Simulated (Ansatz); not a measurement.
# Formation energy and levels of the vacancy V_C in SiC (F-43m)

Aim: at which Fermi levels does V_C in SiC (F-43m) change its charge? The model is a cell of 64 host atoms with 1 C taken out.

Program: Ansatz 0.2.0. Level of theory: place-levels on r2SCAN runs: charge-transition levels and formation energies with image-charge correction and potential alignment at the atomic sites; PAW set soft_1. Results are calculated unless marked as measured.

**Measured values to reproduce.**

“Insight into the structural, elastic and electronic properties of a new orthorhombic 6O-SiC polytype” (2020, pmc:7200658) quotes from earlier work for SiC, cubic 3C zincblende (literature value): band gap (indirect gap) 2.4 eV [literature value; measurement temperature and method not stated].

Report form: the programs' logs are mostly left out.

**1. The starting structure**

The cell holds 63 atoms: 32 Si and 31 C. Its edges and angles: a = 8.713 Å, b = 8.713 Å, c = 8.713 Å, α = 90.0°, β = 90.0°, γ = 90.0°. It derives from SiC (space group F-43m). Nearest the centre at fractional (0.375, 0.375, 0.375): Si11 at 1.89 Å, Si18 at 1.89 Å, Si56 at 1.89 Å, Si33 at 1.89 Å, C30 at 3.08 Å, C22 at 3.08 Å, C14 at 3.08 Å, C13 at 3.08 Å.

Screening for the image-charge correction: ε∞ = 7.06, ε0 = 10.43, computed on the host (DFPT, PBEsol, on the r2SCAN cell), and a cell off the functional's own equilibrium shifts the ionic part.

The cell's shortest repeat is 8.7 Å.

**2. Charge states**

A transition level is the Fermi level at which two charge states cost the same, so each charge needs its own total energy, at its own relaxed structure.

Random displacements of about 0.05 Å break the site symmetry at the start, so that the relaxation can reach a distorted minimum if there is one. Forces are taken at one point at (¼, ¼, ¼). The cell holds 2 electrons more than the neutral one, with a uniform background that keeps it neutral on the whole.

The sampling was tested on the host first: at the k-points planned (1x1x1 shifted 0.25 0.25 0.25) its energy lies 0.000 eV an atom from the dense-mesh value, under the bound of 0.02 eV set for this test; that bounds the host's error, not the defect's.

One state's input; the others differ in charge, spin, start and seed, and in occupations where the table says so.

File qm2.relax/input.yaml:

```yaml
crystal:
  lattice:
    - [8.71318497, 0.0, 0.0]
    - [0.0, 0.0, -8.71318497]
    - [0.0, 8.71318497, 0.0]
  atoms:
    - { symbol: Si, position: [0.0, 0.0, 0.0] }
    - { symbol: Si, position: [0.0, 0.25, 0.25] }
[... 2 atom lines left out ...]
    - { symbol: C, position: [0.125, 0.125, 0.375] }
    - { symbol: C, position: [0.125, 0.375, 0.125] }
    - { symbol: C, position: [0.375, 0.125, 0.125] }
[... 3 atom lines left out ...]
    - { symbol: Si, position: [0.25, 0.25, 0.5] }
[... 1 atom line left out ...]
    - { symbol: C, position: [0.125, 0.375, 0.625] }
    - { symbol: C, position: [0.375, 0.125, 0.625] }
[... 3 atom lines left out ...]
    - { symbol: Si, position: [0.25, 0.5, 0.25] }
[... 1 atom line left out ...]
    - { symbol: C, position: [0.125, 0.625, 0.375] }
[... 1 atom line left out ...]
    - { symbol: C, position: [0.375, 0.625, 0.125] }
[... 3 atom lines left out ...]
    - { symbol: Si, position: [0.25, 0.5, 0.75] }
    - { symbol: Si, position: [0.25, 0.75, 0.5] }
[... 2 atom lines left out ...]
    - { symbol: C, position: [0.375, 0.625, 0.625] }
[... 2 atom lines left out ...]
    - { symbol: Si, position: [0.5, 0.25, 0.25] }
[... 2 atom lines left out ...]
    - { symbol: C, position: [0.625, 0.125, 0.375] }
    - { symbol: C, position: [0.625, 0.375, 0.125] }
[... 5 atom lines left out ...]
    - { symbol: Si, position: [0.75, 0.25, 0.5] }
[... 1 atom line left out ...]
    - { symbol: C, position: [0.625, 0.375, 0.625] }
[... 2 atom lines left out ...]
    - { symbol: Si, position: [0.5, 0.5, 0.0] }
[... 3 atom lines left out ...]
    - { symbol: C, position: [0.625, 0.625, 0.375] }
[... 3 atom lines left out ...]
    - { symbol: Si, position: [0.5, 0.5, 0.5] }
[... 6 atom lines left out ...]
    - { symbol: C, position: [0.875, 0.875, 0.875] }
  host:
    repeats: [2, 2, 2]
    atoms:
      - { symbol: Si, position: [0.0, 0.0, 0.0] }
      - { symbol: Si, position: [0.0, 0.5, 0.5] }
      # ... 6 more atoms of the perfect host
total_charge: -2
basis:
  ecutwfc: 500
  xc_grid: 2
hamiltonian:
  xc: r2scan
  pseudopotentials: { kind: paw, azcp: { folder: soft_1 } }
kpoints:
  mp_grid: { grid: [1, 1, 1], shift: [0.25, 0.25, 0.25] }
scf:
  occupations: { method: fixed }
  max_iter: 80
output:
  forces: true
  charged_corrections:
    epsilon: 7.06
    static_epsilon: 10.43
    defect_position: [0.375, 0.375, 0.375]
relax:
  f_tol: 0.02
  max_steps: 80
  random_displacement: { amplitude: 0.05, seed: 3978 }
checkpoint:
  write: "../qm2.relax.run"
  compress: false
  write_wavefunctions: true
  write_every: 100000
```

Launch:

```
> ansatz run input.yaml --threads 4 --pin off --max-ram 7536MiB --backend cpu --events-out ev --progress --plain --runs-dir out
```

The relaxed structure is kept and the sampling changed to a 2×2×2 shifted mesh.

The run of this state that the levels use, under r2SCAN:

File qm2.point/input.yaml:

```yaml
crystal:
  checkpoint: "../qm2.relax.run"
  host: checkpoint
total_charge: -2
basis:
  ecutwfc: 500
  xc_grid: 2
hamiltonian:
  xc: r2scan
  pseudopotentials: { kind: paw, azcp: { folder: soft_1 } }
kpoints:
  mp_grid: { grid: [2, 2, 2], shift: [0.5, 0.5, 0.5] }
scf:
  occupations: { method: fermi_dirac, width: 0.01 }
  max_iter: 80
output:
  forces: true
  eigenvalues: true
  charged_corrections:
    epsilon: 7.06
    static_epsilon: 10.43
    defect_position: [0.375, 0.375, 0.375]
  eigenstates: { localisation: true }
  populations: true
  band_densities: [{ bands: [v1, v1] }, { bands: [c1, c1] }]
  write_density: true
  write_potential: true
  volumetric_format: npy
checkpoint:
  read: "../qm2.relax.run"
  write: "../qm2.point.run"
  compress: false
  write_wavefunctions: false
  write_every: 100000
```

Relaxations under r2SCAN at one point at (¼, ¼, ¼); times on 4 threads of Arm Neoverse V1, shared host:

| charge | moment (μB) | occupations | outcome | steps | largest displacement against the far atoms (Å) | time |
| --- | --- | --- | --- | --- | --- | --- |
| −2 | 0 | fixed | converged | 13 | 0.64 | 1.8 min |
| −1 | 1 | fixed | converged | 18 | 0.27 | 6.6 min |
| 0 | 0 | fixed | converged | 8 | 0.22 | 72 s |
| +1 | 1 | fixed | converged | 8 | 0.11 | 3.2 min |
| +2 | 0 | fixed | converged | 7 | 0.14 | 62 s |

Single points under r2SCAN at a 2×2×2 shifted mesh; times on 4 threads of Arm Neoverse V1, shared host:

| charge | moment (μB) | occupations | outcome | time |
| --- | --- | --- | --- | --- |
| −2 | 0 | fermi-dirac | converged | 60 s |
| −1 | 1 | fermi-dirac | converged | 3.2 min |
| 0 | 0 | fermi-dirac | converged | 53 s |
| +1 | 1 | fermi-dirac | converged | 2.4 min |
| +2 | 0 | fermi-dirac | converged | 49 s |

Distances (Å) from the ideal centre to the nearest atoms after relaxation with r2SCAN:

| charge | moment (μB) | 1. | 2. | 3. | 4. | 5. | 6. |
| --- | --- | --- | --- | --- | --- | --- | --- |
| −2 | 0 | Si 1.26 | Si 1.84 | Si 1.85 | Si 1.86 | C 3.00 | C 3.01 |
| −1 | 1 | Si 1.71 | Si 1.74 | Si 1.86 | Si 1.86 | C 2.96 | C 2.96 |
| 0 | 0 | Si 1.80 | Si 1.87 | Si 1.87 | Si 1.87 | C 2.97 | C 2.97 |
| +1 | 1 | Si 1.93 | Si 1.93 | Si 1.93 | Si 2.00 | C 3.05 | C 3.05 |
| +2 | 0 | Si 2.00 | Si 2.00 | Si 2.01 | Si 2.02 | C 3.06 | C 3.06 |

**3. Placing the levels, r2SCAN**

A charged cell interacts with its images and the background, and its potential has another zero than the host's. place-levels removes the first by a point-charge model, screened by the static dielectric constant since the ions have relaxed around the charge, and the second by comparing potentials at atoms far from the defect.

The host is a run of the defect-free crystal in the same cutoffs, grids and k-points, so that basis and sampling errors cancel in part in the differences. The host is run in a cell of 8 atoms on a matching mesh. Its band edges are searched through the zone by a band path, so the gap is smaller than, or equal to, that on the mesh. Chemical potentials are energies per atom of C (diamond), run with the same functional and cutoff. Carbon is taken as diamond, which semilocal functionals can put about 0.1 eV an atom over graphite.

File levels.point.yaml:

```yaml
host:
  run: host.point.run
states: [qm2.point.run, qm1_M1.point.run, q0.point.run, qp1_M1.point.run, qp2.point.run]
geometry_from:
  qm2.point.run: qm2.relax.run
  qm1_M1.point.run: qm1_M1.relax.run
  q0.point.run: q0.relax.run
  qp1_M1.point.run: qp1_M1.relax.run
  qp2.point.run: qp2.relax.run
  host.point.run: host.relax.run
chemical_potentials:
  C:
    energy: -251.553391
    dataset: "<sha256 of the dataset>"
epsilon: 7.06
static_epsilon: 10.43
vertical:
  - { from: qm2.point.run, to: qm2.point_neutral.run }
  - { from: qm1_M1.point.run, to: qm1_M1.point_neutral.run }
  - { from: qp1_M1.point.run, to: qp1_M1.point_neutral.run }
  - { from: qp2.point.run, to: qp2.point_neutral.run }
```

Launch:

```
> ansatz place-levels levels.point.yaml -- --threads 4 --pin off --max-ram 7536MiB
```

Run time: 0.63 s. Hardware: 4 threads of Arm Neoverse V1, shared host.

Levels between the charges placed, in eV above the valence top:

|  | gap (eV) | (+2/+1) | (+1/0) | (0/−1) | (−1/−2) |
| --- | --- | --- | --- | --- | --- |
| r2SCAN | 1.69 | 1.38 | 1.51 | 2.04 | 2.28 |

Corrections by state:

| charge | moment (μB) | image terms and alignment (eV) | band filling (eV) | ε used | over the lowest of its charge, as the program ranks them, band filling apart (eV) |
| --- | --- | --- | --- | --- | --- |
| +2 | 0.0 | 0.421 | - | 10.43 | 0.000 |
| +1 | 1.0 | 0.037 | - | 10.43 | 0.000 |
| 0 | 0.0 | 0.000 | - | - | 0.000 |
| −1 | 1.0 | 0.325 | -0.298 | 10.43 | 0.000 |
| −2 | 0.0 | 1.026 | -0.467 | 10.43 | 0.000 |

The charged structures listed were also run neutral, and place-levels reads from each pair, by the potential or the spins, how wide the charge is by which they differ; that can be the carrier of either run.

| charge | rms radius (Å) | spread where it is widest against the cell (Å) | wide from (Å) | reading |
| --- | --- | --- | --- | --- |
| +2 | 3.5 | 2.00 | 1.51 | wide |
| +1 | 3.3 | 1.93 | 1.51 | wide |
| −1 | 2.8 | 1.75 | 1.51 | wide |
| −2 | 3.0 | 1.71 | 1.51 | wide |

The neutral runs of these pairs need not share the spin of the lowest neutral state, and very wide values only mean spread over the cell.

From the program's caveats on the states, each cut to its opening words:

- charge +2: it parts from the run at its places by a charge that spreads by about 2 Å along one vector (1.5 Å or more is wide), by its potential at epsilon 7.06, taken for [...]
- charge +1 (1 μB): it parts from the run at its places by a charge that spreads by about 1.9 Å along one vector (1.5 Å or more is wide), by the spins about the atoms, where the [...]
- charge +1 (1 μB): the host's ions (past the first shell or, of a walk that freed a part, those that it held) aren't shown at rest: they stand up to 0.033 Å off their sites, 0.43 [...]
- charge +1 (1 μB), −1 (1 μB): flagged: stability check not made
- charge −1 (1 μB): it parts from the run at its places by a charge that spreads by about 1.8 Å along one vector (1.5 Å or more is wide), by its potential at epsilon 7.06, taken [...]
- charge −1 (1 μB): a band-filling correction moves a carrier to the host's band edge, which changes its energy by -0.298 eV
- charge −1 (1 μB): the host's ions (past the first shell or, of a walk that freed a part, those that it held) aren't shown at rest: they stand up to 0.123 Å off their sites, 0.41 [...]
- charge −2: it parts from the run at its places by a charge that spreads by about 1.7 Å along one vector (1.5 Å or more is wide), by its potential at epsilon 7.06, taken [...]
- charge −2: a band-filling correction moves a carrier to the host's band edge, which changes its energy by -0.467 eV

The host's formation energy from the elements is -0.355 eV per atom; it sets how far the chemical potentials can move.

Limit set by the element alone; other compounds of these elements are not counted. Chemical potentials from the elements' reference states: C 0.00 eV, Si -0.71 eV. Formation energy by charge state (C-rich; gap 1.69 eV):

| charge | at valence top (eV) | at conduction bottom (eV) | correction included (eV) |
| --- | --- | --- | --- |
| +2 | 2.20 | 5.59 | 0.42 |
| +1 | 3.59 | 5.28 | 0.04 |
| 0 | 5.10 | 5.10 | 0.00 |
| −1 | 7.13 | 5.44 | 0.03 |
| −2 | 9.41 | 6.03 | 0.56 |

(Fermi level (eV), lowest formation energy (eV)): (0.00, 2.20), (0.15, 2.51), (0.31, 2.82), (0.46, 3.12), (0.62, 3.43), (0.77, 3.74), (0.92, 4.05), (1.08, 4.36), (1.23, 4.66), (1.39, 4.97), (1.54, 5.10), (1.69, 5.10)

Limit set by the element alone; other compounds of these elements are not counted. Chemical potentials from the elements' reference states: Si 0.00 eV, C -0.71 eV. Formation energy by charge state (Si-rich; gap 1.69 eV):

| charge | at valence top (eV) | at conduction bottom (eV) | correction included (eV) |
| --- | --- | --- | --- |
| +2 | 1.49 | 4.88 | 0.42 |
| +1 | 2.88 | 4.57 | 0.04 |
| 0 | 4.39 | 4.39 | 0.00 |
| −1 | 6.42 | 4.73 | 0.03 |
| −2 | 8.70 | 5.32 | 0.56 |

```json
{"Fermi level (eV)": "0.00", "lowest formation energy (eV)": "1.49"}
{"Fermi level (eV)": "0.15", "lowest formation energy (eV)": "1.80"}
{"Fermi level (eV)": "0.31", "lowest formation energy (eV)": "2.11"}
{"Fermi level (eV)": "0.46", "lowest formation energy (eV)": "2.41"}
{"Fermi level (eV)": "0.62", "lowest formation energy (eV)": "2.72"}
{"Fermi level (eV)": "0.77", "lowest formation energy (eV)": "3.03"}
{"Fermi level (eV)": "0.92", "lowest formation energy (eV)": "3.34"}
{"Fermi level (eV)": "1.08", "lowest formation energy (eV)": "3.65"}
{"Fermi level (eV)": "1.23", "lowest formation energy (eV)": "3.95"}
{"Fermi level (eV)": "1.39", "lowest formation energy (eV)": "4.26"}
{"Fermi level (eV)": "1.54", "lowest formation energy (eV)": "4.39"}
{"Fermi level (eV)": "1.69", "lowest formation energy (eV)": "4.39"}
```

**4. The same at the relaxations' own k-points**

The relaxations' own energies give the levels at their sampling, for comparison.

File levels.relax_mesh.yaml:

```yaml
host:
  run: host.relax.run
states: [qm2.relax.run, qm1_M1.relax.run, q0.relax.run, qp1_M1.relax.run, qp2.relax.run]
chemical_potentials:
  C:
    energy: -251.553391
    dataset: "<sha256 of the dataset>"
```

Launch:

```
> ansatz place-levels levels.relax_mesh.yaml -- --threads 4 --pin off --max-ram 7536MiB
```

The job ended after 0.18 s (4 threads).

Levels between neighbouring charges, in eV above the valence top:

|  | gap (eV) | (+2/+1) | (+1/0) | (0/−1) | (−1/−2) |
| --- | --- | --- | --- | --- | --- |
| one point at (¼, ¼, ¼) | 1.68 | 1.16 | 1.69 | 2.09 | 2.22 |
| a 2×2×2 shifted mesh | 1.69 | 1.38 | 1.51 | 2.04 | 2.28 |

Going from one point at (¼, ¼, ¼) to a 2×2×2 shifted mesh moves the levels that carry no band-filling term by up to 0.23 eV and formation energies against the elements by up to 0.21 eV; band-filling terms, which differ between samplings, are in these energies.

**5. What came out**

| Property | Result |
| --- | --- |
| gap of the host | 1.69 eV (r2SCAN) |
| level (plus 2/plus 1) | 1.38 eV above the valence top |
| level (plus 1/0) | 1.51 eV above the valence top |
| level (0/minus 1) | 2.04 eV above the valence top, past the conduction bottom (2.33 eV above the valence top without the band-filling term) |
| level (minus 1/minus 2) | 2.28 eV above the valence top, past the conduction bottom (2.45 eV above the valence top without the band-filling term) |
| lowest of the charges placed, just above the valence top (0.02 eV) | +2 |
| lowest of the charges placed, just below the conduction bottom (0.02 eV) | 0 |
| lowest formation energy at mid-gap of the charges run, C-rich | 3.89 eV |
| lowest formation energy at mid-gap of the charges run, Si-rich | 3.18 eV |

Of the charges placed (−2, −1, 0, +1 and +2), the lowest changes at 1.38 eV (+2/+1) and 1.51 eV (+1/0) above the valence top, in a gap of 1.69 eV. (+2/+1) lies nearer to a band edge than the share of the finite-size correction in it (0.38 eV), and that correction holds for a localised charge alone. Charges above +2 were not placed, so these runs say nothing of levels that involve them. States placed: +2 at 0 μB; +1 at 1 μB; 0 at 0 μB; −1 at 1 μB; −2 at 0 μB. Other spin states or structures, where not listed, weren't placed. The program finds carriers beyond a band edge of the host and adds a band-filling term at charge −2 (-0.47 eV) and −1 (-0.30 eV); steps to such a charge show no bound level, and a defect level inside a band would be read the same way. Going from one point at (¼, ¼, ¼) to a 2×2×2 shifted mesh moves the levels that carry no band-filling term by up to 0.23 eV and formation energies against the elements by up to 0.21 eV; band-filling terms, which differ between samplings, are in these energies. What this leaves open: the images are only 8.7 Å apart; r2SCAN makes the gap too small and tends to spread out bound carriers; force components of up to 0.29 eV/Å remain in a run at the final settings.

Computed beside measured:

| quantity | measured | r2SCAN |
| --- | --- | --- |
| band gap (least gap of the host) (eV) | 2.4 | 1.69 (-0.71 eV) |

Measured values from pmc:7200658 (2020).

**Verdict.** The band gap is off by -0.71 eV: a clear miss. Local and semilocal functionals usually give gaps below the measured ones. Zero-point and thermal motion shift the measured gap.

[Logs are printed without paths, hosts, clocks, repeated set-up lines and the standing remarks that a program may print on its own settings, such as how far it seeks lower states.]

[Hosts, paths, dates, database ids (printed as entryN), source tags and the programs' standing remarks are cut or masked in the printed files.]

[Where a table of states has a column of steps, it counts the stored structures, which are thinned; the runs took as many ionic steps or more.]

[A defect's name tells the site on which it was built; relaxed atoms can leave that site.]

[For some hosts the program warned that the k-mesh of the response run may be too coarse for force constants and the static dielectric constant; such warnings are not shown here.]
